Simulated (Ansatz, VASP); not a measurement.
**Two plane-wave programs on SnO**

```
Sn O
1.0
     3.10341    0.00000    0.00000
     0.00000    3.10341    0.00000
     0.00000    0.00000    3.10341
Sn O
1 1
Direct
  0.00000 0.00000 0.00000
  0.50000 0.50000 0.50000
```

Alike in both runs: task single point; functional r2SCAN; k mesh 8 × 8 × 8; occupations fermi-dirac, width 0.02 eV; no spin polarisation.

|  | VASP | Ansatz |
| --- | --- | --- |
| version | VASP 6.6.1 | Ansatz 0.2.0 |
| potentials or method | VASP PAW PBE potentials, release 64 (Sn_d, O) | plane waves, PAW |
| plane-wave cutoff (eV) | 520 | 500 |
| valence electrons in the cell | 20 | 20 |

Ansatz gave:

* pressure (GPa): 0.0

**Question.** What did VASP give for the same quantities?

**Answer.** Pressure (GPa): 0.1.

Caveats: the PAW data sets were made with another functional, which shifts forces and pressure a little (VASP).
